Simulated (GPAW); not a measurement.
# Al2O3 (Corundum) (R-3c) in GPAW: Born charges with RPBE+D3

Aim: the Born charges of Al2O3 (Corundum) with RPBE+D3.

Program: GPAW 26.7.0. These are calculated values, not measurements. Logs are shortened: lines on timing, memory, paths and dates and some standing lists are left out, and cuts for length are marked. The log counts tension as positive stress, the text compression.

**Experimental background.**

From “Multi-petahertz electron interference in Cr:Al2O3 solid-state material”, 2018, pmc:5906618, for a bulk crystal of Al2O3: band gap 8.7 eV (optical).

The runs below are set against these values where they give the same quantity.

**1. The crystal as given**

The structure is trigonal, space group R-3c (No. 167). The conventional cell has a = 4.760 Å, b = 4.760 Å, c = 12.996 Å, α = 90.00°, β = 90.00°, γ = 120.00°. Al (site symmetry 3) is surrounded by 6 O at 1.85 to 1.97 Å. O (site symmetry 2) has 4 Al at 1.85 to 1.97 Å as nearest neighbours.

**2. Born charges, RPBE+D3**

run.py

```python
import json
import numpy as np
from ase import Atoms
from ase.calculators.mixing import SumCalculator
from ase.constraints import FixSymmetry
from ase.filters import FrechetCellFilter
from ase.io import read, write
from ase.optimize import BFGS
from contextlib import redirect_stdout
from dftd3.ase import DFTD3
from io import StringIO
from phonopy import Phonopy
from phonopy.structure.atoms import PhonopyAtoms
from gpaw import GPAW, PW
from gpaw.berryphase import polarization_phase

atoms = read('Al2O3.cif')

calc = GPAW(mode=PW(800),
            xc='RPBE',
            kpts={'size': (4, 4, 4), 'gamma': True},
            occupations={'name': 'fermi-dirac', 'width': 0.01},
            nbands=44,
            convergence={'density': 1e-06, 'eigenstates': 1e-09},
            maxiter=150,
            txt='gpaw.txt')
atoms.calc = SumCalculator([calc, DFTD3(method='rpbe', damping='d3zero')])
atoms.set_constraint(FixSymmetry(atoms))
BFGS(FrechetCellFilter(atoms), trajectory='relax.traj', logfile='-').run(fmax=0.005, steps=40)
atoms.set_constraint()
energy = atoms.get_potential_energy()
forces = atoms.get_forces()
stress = atoms.get_stress()
calc.write('gs.gpw')
write('result.traj', atoms)
print('Cell:', atoms.cell.cellpar().round(4))
print(atoms.get_scaled_positions().round(5))

n = len(atoms)
unit = PhonopyAtoms(symbols=atoms.get_chemical_symbols(), cell=atoms.cell[:], scaled_positions=atoms.get_scaled_positions())
ph = Phonopy(unit, supercell_matrix=np.eye(3, dtype=int), primitive_matrix=np.eye(3), symprec=1e-4)
ph.generate_displacements(distance=0.02, is_plusminus=True)
forces, phases = [], []
for i, move in enumerate(ph.dataset['first_atoms']):
    b = atoms.copy()
    b.positions[move['number']] += move['displacement']
    c = GPAW(mode=PW(680),
             xc='RPBE',
             kpts={'size': (4, 4, 4), 'gamma': True},
             occupations={'name': 'fermi-dirac', 'width': 0.01},
             nbands=44,
             convergence={'density': 1e-06, 'eigenstates': 1e-09},
             maxiter=150,
             symmetry='off',
             txt=f'disp-{i:02d}.txt')
    b.calc = SumCalculator([c, DFTD3(method='rpbe', damping='d3zero')])
    f = b.get_forces()
    forces.append(f - f.mean(axis=0))
    with redirect_stdout(StringIO()):
        phases.append(polarization_phase(calc=c)['phase_c'])
    print(move['number'], np.round(move['displacement'], 4), 'phases', phases[-1].round(5), flush=True)

# each pair of opposite moves, with its images under the space group
ops, cell, spos = ph.symmetry.symmetry_operations, atoms.cell[:].T, atoms.get_scaled_positions()
moves, dipoles = [[] for a in atoms], [[] for a in atoms]
for move, up, down in zip(ph.dataset['first_atoms'][::2], phases[::2], phases[1::2]):
    dphi = (up - down + np.pi) % (2 * np.pi) - np.pi
    dp = dphi @ atoms.cell[:] / (2 * np.pi)  # e A
    for w, t in zip(ops['rotations'], ops['translations']):
        x = w @ spos[move['number']] + t - spos
        b = np.linalg.norm(x - x.round(), axis=1).argmin()
        R = cell @ w @ np.linalg.inv(cell)
        moves[b].append(R @ move['displacement'] * 2)
        dipoles[b].append(R @ dp)
Z = np.array([np.linalg.lstsq(np.array(u), np.array(p), rcond=None)[0].T for u, p in zip(moves, dipoles)])  # Z[a, i, j] = dp_i / du_j
ph.forces = forces
ph.produce_force_constants()
ph.symmetrize_force_constants()
H = ph.force_constants.transpose(0, 2, 1, 3).reshape((3 * n, 3 * n))
rule = Z.sum(axis=0)
print('Sum of the charges:')
print(rule.round(4))
Z -= rule / n
for a in atoms:
    print(a.symbol)
    print(Z[a.index].round(3))
w = np.repeat(atoms.get_masses()**-0.5, 3)
omega2, modes = np.linalg.eigh(H * w * w[:, None])
nu = np.sign(omega2) * abs(omega2)**0.5 * 521.4709  # cm^-1
dipoles = np.einsum('aij,ajm->mi', Z, (modes * w[:, None]).reshape((n, 3, -1)))  # e / amu^0.5
optical = np.argsort(abs(omega2))[3:]
eps_ion = sum(np.outer(dipoles[m], dipoles[m]) / omega2[m] for m in optical) * 4 * np.pi * 14.399645 / atoms.get_volume()
for m in range(3 * n):
    print(f'{nu[m]:9.2f} cm^-1  IR {(dipoles[m]**2).sum():8.4f} e^2/amu')
print('Lattice part of the dielectric tensor:')
print(eps_ion.round(3))
json.dump({'Z': Z.tolist(), 'rule': rule.tolist(), 'nu': nu.tolist(), 'ir': (dipoles**2).sum(1).tolist(), 'eps_ion': eps_ion.tolist()},
          open('born.json', 'w'))
```

Al2O3.cif

```cif
data_Al2O3
_cell_length_a 5.13022308
_cell_length_b 5.13022308
_cell_length_c 5.13022308
_cell_angle_alpha 55.28667080
_cell_angle_beta 55.28667080
_cell_angle_gamma 55.28667080
_space_group_name_H-M_alt 'P1'
_space_group_name_Hall 'P 1'
_space_group_IT_number 1
loop_
_space_group_symop_operation_xyz
'x,y,z'
loop_
_atom_site_label
_atom_site_type_symbol
_atom_site_symmetry_multiplicity
_atom_site_Wyckoff_symbol
_atom_site_fract_x
_atom_site_fract_y
_atom_site_fract_z
_atom_site_occupancy
Al1 Al 1 a 0.8521600000 0.8521600000 0.8521600000 1
Al2 Al 1 a 0.6478400000 0.6478400000 0.6478400000 1
Al3 Al 1 a 0.1478400000 0.1478400000 0.1478400000 1
Al4 Al 1 a 0.3521600000 0.3521600000 0.3521600000 1
O1 O 1 a 0.0566800000 0.7500000000 0.4433200000 1
O2 O 1 a 0.7500000000 0.4433200000 0.0566800000 1
O3 O 1 a 0.4433200000 0.0566800000 0.7500000000 1
O4 O 1 a 0.9433200000 0.2500000000 0.5566800000 1
O5 O 1 a 0.2500000000 0.5566800000 0.9433200000 1
O6 O 1 a 0.5566800000 0.9433200000 0.2500000000 1
```

Potentials or basis: the program's PAW data sets (release 1.2.1) made for this functional, pw.

Launch:

```
$ OMP_NUM_THREADS=1 python run.py
```

gpaw.txt:

```text
__  _  _
 | _ |_)|_||  |
 |__||  | ||/\| - 26.7.0

Input parameters:
  mode=PW(ecut=800.0),
  convergence={'density': 1e-06, 'eigenstates': 1e-09},
  kpts=MonkhorstPack(size=(4, 4, 4), gamma=True),
  maxiter=150,
  nbands=44,
  occupations=Occupations(name='fermi-dirac', width=0.01),
  xc=XC(name='RPBE')

Diagonalizing LCAO Hamiltonian
Converting LCAO to pw mode

                   O         Al

                       Al
              OO     OO
             Al

       Al        O

Atoms  # Å, Bohr magnetons
|   | symbol |        x |        y |        z |    initial magnetic moments |
|---|--------|----------|----------|----------|-----------------------------|
| 0 |     Al | 9.350962 | 4.897574 | 3.348741 | ( 0.0000,  0.0000,  0.0000) |
| 1 |     Al | 7.108909 | 3.723297 | 2.545823 | ( 0.0000,  0.0000,  0.0000) |
| 2 |     Al | 1.622285 | 0.849673 | 0.580968 | ( 0.0000,  0.0000,  0.0000) |
| 3 |     Al | 3.864339 | 2.023951 | 1.383886 | ( 0.0000,  0.0000,  0.0000) |
| 4 |      O | 3.777080 | 3.841171 | 1.742119 | ( 0.0000,  0.0000,  0.0000) |
| 5 |      O | 5.308423 | 1.956255 | 0.222736 | ( 0.0000,  0.0000,  0.0000) |
| 6 |      O | 4.631056 | 1.386634 | 2.947282 | ( 0.0000,  0.0000,  0.0000) |
| 7 |      O | 7.196167 | 1.906076 | 2.187591 | ( 0.0000,  0.0000,  0.0000) |
| 8 |      O | 5.664824 | 3.790993 | 3.706973 | ( 0.0000,  0.0000,  0.0000) |
| 9 |      O | 6.342191 | 4.360613 | 0.982427 | ( 0.0000,  0.0000,  0.0000) |

Unit cell  # Å
| periodic |        x |        y |         z |  lengths |    angles |
|----------|----------|----------|-----------|----------|-----------|
|      yes | 5.130223 | 0.000000 | -0.000000 | 5.130223 | 55.286671 |
|      yes | 2.921512 | 4.217103 |  0.000000 | 5.130223 | 55.286671 |
|      yes | 2.921512 | 1.530144 |  3.929709 | 5.130223 | 55.286671 |

Number of symmetries: 6
Symmetry operations  # r_c * U_cc + t_c -> r_c
|   | kind |            matrix            |
|---|------|------------------------------|
| 0 |  E   |  1, 0, 0,  0, 1, 0,  0, 0, 1 |
| 1 |  C3  |  0, 1, 0,  0, 0, 1,  1, 0, 0 |
| 2 |  C3  |  0, 0, 1,  1, 0, 0,  0, 1, 0 |
| 3 |  S6  |  0, 0,-1, -1, 0, 0,  0,-1, 0 |
| 4 |  S6  |  0,-1, 0,  0, 0,-1, -1, 0, 0 |
| 5 |  i   | -1, 0, 0,  0,-1, 0,  0, 0,-1 |
[... 131 lines left out ...]
SCF iterations
|iter     | |      energy | eigst |  dens |
|---------|-|-------------|-------|-------|
|iter:   1| |  -78.150632 | +0.31 |       |
|iter:   2| |  -76.451379 | -1.91 | -0.72 |
|iter:   3| |  -71.382527 | -0.94 | -0.77 |
|iter:   4| |  -71.534851 | -2.76 | -1.34 |
|iter:   5| |  -71.611174 | -3.29 | -1.64 |
|iter:   6| |  -71.611673 | -5.10 | -2.84 |
|iter:   7| |  -71.611772c| -6.14 | -3.23 |
|iter:   8| |  -71.611774c| -7.77 | -4.27 |
|iter:   9| |  -71.611774c| -8.65 | -4.73 |
|iter:  10| |  -71.611774c| -9.26c| -5.75 |
|iter:  11| |  -71.611774c| -9.92c| -6.24c|

Converged in 11 steps
Energy contributions relative to reference atoms: (reference = -38684.369811)

Energy contributions:
  Kinetic:          94.249812
  Coulomb:         -83.142261
  Zero:              1.366621
  External:          0.000000
  Xc:              -84.085947
  Entropy:          -0.000000
  Spinorbit:         0.000000
  ----------------------------
  Free energy:     -71.611774
  Extrapolated:    -71.611774
[... 226 lines left out ...]
SCF iterations
|iter     | |      energy | eigst |  dens |
|---------|-|-------------|-------|-------|
|iter:   1| |  -71.629846 | -2.83 |       |
|iter:   2| |  -71.629348 | -5.80 | -2.55 |
|iter:   3| |  -71.627433c| -4.23 | -2.59 |
|iter:   4| |  -71.627490c| -5.97 | -3.34 |
|iter:   5| |  -71.627508c| -7.07 | -3.71 |
|iter:   6| |  -71.627514c| -8.23 | -4.11 |
|iter:   7| |  -71.627514c| -9.95c| -5.12 |
|iter:   8| |  -71.627514c| -9.77c| -5.72 |
|iter:   9| |  -71.627514c|-10.76c| -6.48c|

Converged in 9 steps
Energy contributions relative to reference atoms: (reference = -38684.369811)

Energy contributions:
  Kinetic:          93.254924
  Coulomb:         -82.362898
  Zero:              1.367532
  External:          0.000000
  Xc:              -83.887073
  Entropy:          -0.000000
  Spinorbit:         0.000000
  ----------------------------
  Free energy:     -71.627514
  Extrapolated:    -71.627514
[... 226 lines left out ...]
SCF iterations
|iter     | |      energy | eigst |  dens |
|---------|-|-------------|-------|-------|
|iter:   1| |  -72.088206 | -0.80 |       |
|iter:   2| |  -72.023935 | -3.74 | -1.53 |
|iter:   3| |  -71.771509 | -2.11 | -1.57 |
|iter:   4| |  -71.765030 | -3.62 | -2.23 |
|iter:   5| |  -71.765107c| -4.71 | -2.63 |
|iter:   6| |  -71.765234c| -6.02 | -3.08 |
|iter:   7| |  -71.765236c| -7.82 | -4.06 |
|iter:   8| |  -71.765236c| -8.55 | -4.50 |
|iter:   9| |  -71.765236c| -9.11c| -5.36 |
|iter:  10| |  -71.765236c| -9.84c| -5.97 |
|iter:  11| |  -71.765236c|-10.92c| -6.81c|

Converged in 11 steps
Energy contributions relative to reference atoms: (reference = -38684.369811)

Energy contributions:
  Kinetic:          81.220066
  Coulomb:         -72.916274
  Zero:              1.377747
  External:          0.000000
  Xc:              -81.446775
  Entropy:          -0.000000
  Spinorbit:         0.000000
  ----------------------------
  Free energy:     -71.765236
  Extrapolated:    -71.765236
[... 226 lines left out ...]
SCF iterations
|iter     | |      energy | eigst |  dens |
|---------|-|-------------|-------|-------|
|iter:   1| |  -71.784490 | -2.52 |       |
|iter:   2| |  -71.783338 | -5.45 | -2.38 |
|iter:   3| |  -71.778598c| -3.86 | -2.42 |
|iter:   4| |  -71.778640c| -5.58 | -3.18 |
|iter:   5| |  -71.778664c| -6.66 | -3.57 |
|iter:   6| |  -71.778673c| -7.80 | -3.92 |
|iter:   7| |  -71.778673c| -9.76c| -5.05 |
|iter:   8| |  -71.778673c| -9.33c| -5.54 |
|iter:   9| |  -71.778673c|-10.43c| -6.38c|

Converged in 9 steps
Energy contributions relative to reference atoms: (reference = -38684.369811)

Energy contributions:
  Kinetic:          79.962973
  Coulomb:         -71.932685
  Zero:              1.378689
  External:          0.000000
  Xc:              -81.187650
  Entropy:          -0.000000
  Spinorbit:         0.000000
  ----------------------------
  Free energy:     -71.778673
  Extrapolated:    -71.778673
[... 220 lines left out ...]
convergence criteria:
- Maximum integral of absolute [dens]ity change: 1e-06 electrons / valence electron
- Maximum integral of absolute [eigenst]ate change: 1e-09 eV^2 / valence electron
- Maximum [total energy] change in last 3 cyles: 0.0005 eV / valence electron
maximum number of iterations: 150

SCF iterations
|iter     | |      energy | eigst |  dens |
|---------|-|-------------|-------|-------|
|iter:   1| |  -71.919098 | -1.38 |       |
|iter:   2| |  -71.900544 | -4.30 |
[... cut ...]
iteria:
- Maximum integral of absolute [dens]ity change: 1e-06 electrons / valence electron
- Maximum integral of absolute [eigenst]ate change: 1e-09 eV^2 / valence electron
- Maximum [total energy] change in last 3 cyles: 0.0005 eV / valence electron
maximum number of iterations: 150

SCF iterations
|iter     | |      energy | eigst |  dens |
|---------|-|-------------|-------|-------|
|iter:   1| |  -71.805153 | -4.11 |       |
|iter:   2| |  -71.805219 | -7.00 | -3.01 |
|iter:   3| |  -71.805893c| -5.26 | -3.04 |
|iter:   4| |  -71.805972c| -7.38 | -3.70 |
|iter:   5| |  -71.805991c| -8.50 | -4.04 |
|iter:   6| |  -71.805994c| -9.18c| -4.52 |
|iter:   7| |  -71.805994c| -9.26c| -5.71 |
|iter:   8| |  -71.805994c| -9.97c| -6.32c|

Converged in 8 steps
Energy contributions relative to reference atoms: (reference = -38684.369811)

Energy contributions:
  Kinetic:          77.761932
  Coulomb:         -70.230743
  Zero:              1.380323
  External:          0.000000
  Xc:              -80.717506
  Entropy:          -0.000000
  Spinorbit:         0.000000
  ----------------------------
  Free energy:     -71.805994
  Extrapolated:    -71.805994
[... 226 lines left out ...]
SCF iterations
|iter     | |      energy | eigst |  dens |
|---------|-|-------------|-------|-------|
|iter:   1| |  -71.805238 | -4.30 |       |
|iter:   2| |  -71.805320 | -7.20 | -3.06 |
|iter:   3| |  -71.806083c| -5.45 | -3.09 |
|iter:   4| |  -71.806156c| -7.66 | -3.73 |
|iter:   5| |  -71.806175c| -8.70 | -4.07 |
|iter:   6| |  -71.806175c| -9.97c| -5.08 |
|iter:   7| |  -71.806175c| -9.31c| -5.71 |
|iter:   8| |  -71.806175c|-10.12c| -6.39c|

Converged in 8 steps
Energy contributions relative to reference atoms: (reference = -38684.369811)

Energy contributions:
  Kinetic:          77.726327
  Coulomb:         -70.203575
  Zero:              1.380388
  External:          0.000000
  Xc:              -80.709314
  Entropy:          -0.000000
  Spinorbit:         0.000000
  ----------------------------
  Free energy:     -71.806175
  Extrapolated:    -71.806175
[... 226 lines left out ...]
SCF iterations
|iter     | |      energy | eigst |  dens |
|---------|-|-------------|-------|-------|
|iter:   1| |  -71.805221 | -5.42 |       |
|iter:   2| |  -71.805326 | -8.30 | -3.20 |
|iter:   3| |  -71.806261c| -6.50 | -3.23 |
|iter:   4| |  -71.806296c| -8.41 | -3.91 |
|iter:   5| |  -71.806303c| -9.28c| -4.23 |
|iter:   6| |  -71.806306c| -9.52c| -4.49 |
|iter:   7| |  -71.806306c| -9.32c| -5.83 |
|iter:   8| |  -71.806306c|-10.34c| -6.79c|

Converged in 8 steps
Energy contributions relative to reference atoms: (reference = -38684.369811)

Energy contributions:
  Kinetic:          77.705245
  Coulomb:         -70.187088
  Zero:              1.380417
  External:          0.000000
  Xc:              -80.704880
  Entropy:          -0.000000
  Spinorbit:         0.000000
  ----------------------------
  Free energy:     -71.806306
  Extrapolated:    -71.806306
[... 40 lines left out ...]
Forces  # eV/Ang
|        x |        y |        z |
|----------|----------|----------|
|  0.00984 |  0.00516 |  0.00353 |  # Al   0
| -0.00976 | -0.00511 | -0.00350 |  # Al   1
| -0.00984 | -0.00516 | -0.00353 |  # Al   2
|  0.00976 |  0.00511 |  0.00350 |  # Al   3
| -0.03297 |  0.02288 |  0.05865 |  # O    4
|  0.00003 |  0.04009 | -0.05867 |  # O    5
|  0.03297 | -0.06295 |  0.00004 |  # O    6
|  0.03297 | -0.02288 | -0.05865 |  # O    7
| -0.00003 | -0.04009 |  0.05867 |  # O    8
| -0.03297 |  0.06295 | -0.00004 |  # O    9

# Writing to gs.gpw (mode='')
```

Run time: 28 min. Hardware: 1 thread of Arm Neoverse V2, shared host; peak memory 1.9 GiB.

Results:

- Free energy: -74.3351 eV
- Relaxed volume: 8.80 Å³/atom
- Relaxed cell: a = 5.188 Å, b = 5.188 Å, c = 5.188 Å, α = 55.31°, β = 55.31°, γ = 55.31°
- Space group after relaxing (to 0.05 Å): R-3c (No. 167)
- Pressure after relaxing: 0.0 GPa
- Band gap on the k mesh: 5.90 eV, direct
- Born charges (mean of the diagonal): Al +2.98; O -1.99 e
- Highest phonon frequency at Γ, LO-TO splitting left out: 736 cm⁻¹
- Dispersion energy per atom: -0.253 eV

Final structure:
```
Al O
1.0
     5.18819   -0.00090   -0.00062
     2.95378    4.26527   -0.00062
     2.95378    1.54705    3.97482
Al O
4 6
Direct
  0.85186 0.85186 0.85186
  0.64814 0.64814 0.64814
  0.14814 0.14814 0.14814
  0.35186 0.35186 0.35186
  0.05703 0.75000 0.44297
  0.75000 0.44297 0.05703
  0.44297 0.05703 0.75000
  0.94297 0.25000 0.55703
  0.25000 0.55703 0.94297
  0.55703 0.94297 0.25000
```

Levels at points of the mesh, in eV from the valence-band top:
```tsv
k point	band 22	band 23	band 24	band 25	band 26	band 27
(0.00, 0.00, 0.00)	-0.05	-0.05	0.00	5.90	8.98	10.49
(0.50, 0.00, 0.00)	-0.87	-0.26	-0.26	9.19	9.19	9.45
(0.50, 0.50, 0.00)	-0.89	-0.71	-0.25	9.40	9.59	9.69
(0.50, 0.50, 0.50)	-0.37	-0.37	-0.37	8.40	8.40	11.00
```

Phonon frequencies in cm⁻¹ (negative: imaginary):
| q point | frequencies |
| --- | --- |
| (0.000, 0.000, 0.000) | 0 0 0 290 364 364 370 370 378 399 414 414 422 422 430 430 519 555 555 560 560 569 586 617 617 625 674 734 734 736 |

Born effective charge tensors (e):
atom 1, Al
```
 2.97  0.00 -0.02
-0.02  2.99  0.03
 0.01 -0.03  2.99
```
atom 2, Al
```
 2.97 -0.02  0.01
 0.00  2.99 -0.03
-0.02  0.03  2.99
```
atom 3, Al
```
 2.97  0.00 -0.02
-0.02  2.99  0.03
 0.01 -0.03  2.99
```
atom 4, Al
```
 2.97 -0.02  0.01
 0.00  2.99 -0.03
-0.02  0.03  2.99
```
atom 5, O
```
-1.85 -0.23  0.23
-0.15 -2.17 -0.06
 0.20 -0.10 -1.95
```
atom 6, O
```
-2.24  0.12  0.08
 0.04 -1.78  0.22
 0.03  0.22 -1.95
```
atom 7, O
```
-1.85  0.13 -0.29
 0.13 -2.03 -0.15
-0.21 -0.11 -2.09
```
atom 8, O
```
-1.85 -0.23  0.23
-0.15 -2.17 -0.06
 0.20 -0.10 -1.95
```
atom 9, O
```
-2.24  0.12  0.08
 0.04 -1.78  0.22
 0.03  0.22 -1.95
```
atom 10, O
```
-1.85  0.13 -0.29
 0.13 -2.03 -0.15
-0.21 -0.11 -2.09
```

Caveat: the k mesh is coarse; the cutoff is short for stress and forces, so pressures can be off by a GPa or more; the LO-TO splitting is left out.

**3. How close it comes**

Step 2. A measured gap of Al2O3 is 8.7 eV (optical; quoted in “Multi-petahertz electron interference in Cr:Al2O3 solid-state material”, 2018, pmc:5906618); the calculated 5.90 eV misses it by -2.80 eV. The value is that of RPBE+D3, without temperature or zero-point motion. Semilocal functionals fall short of measured gaps as a rule.
